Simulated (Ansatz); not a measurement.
# TaN under pressure: fit and missing row

TaN, P6/mmm, a = 5.264 Å, c = 2.922 Å. This isn't the usual stable structure of the compound. Ansatz: PBE, PAW, 420 eV, Γ-centred 12×12×12 mesh on 6 atoms, Gaussian smearing 0.10 eV; no spin polarisation. Cell and atoms are relaxed at each pressure, and no other structure is tried, so the rows at high pressure may lie past a change of phase.

| V (Å³/atom) | P (GPa) |
| --- | --- |
| ? | 60.00 |
| 10.683 | 30.01 |
| 11.128 | 15.02 |
| 11.370 | 8.04 |
| 11.562 | 3.00 |
| 11.684 | 0.02 |
| 11.815 | -3.00 |

Question: Take V0 = 11.684 Å³/atom, count pressures from its P0 = 0.02 GPa, fit the third-order Birch–Murnaghan form to the other rows, and predict the missing volume.

Answer: With the Eulerian strain f = ½[(V0/V)^(2/3) − 1] and y = (P − P0)/[3f(1 + 2f)^(5/2)], the form is the line y = B0 + 1.5 B0 (B0′ − 4) f. Rows (f, y): 0.03076, 279.9; 0.01652, 279.0; 0.00916, 278.9; 0.00351, 278.1; -0.00370, 277.2. Means f = 0.01125, y = 278.62; Σ(Δf)² = 0.0006962, ΣΔfΔy = 0.05164; the slope is their ratio. y = 277.8 + 74.18 f GPa, so B0 = 277.8 GPa and B0′ = 4 + 2 × (74.18)/(3 × 277.8) = 4.18. P = 60.00 GPa is met at f = 0.05471 (y = 281.86), so V = V0 (1 + 2f)^(−3/2) = 9.999 Å³/atom. The run gave 9.992 Å³/atom, so the fit is 0.007 Å³/atom too high, a small miss on the scale of the series. The form still works here, 91 % of the fitted range beyond its end.

Spin–orbit coupling is left out, which can shift energies with elements as heavy as these.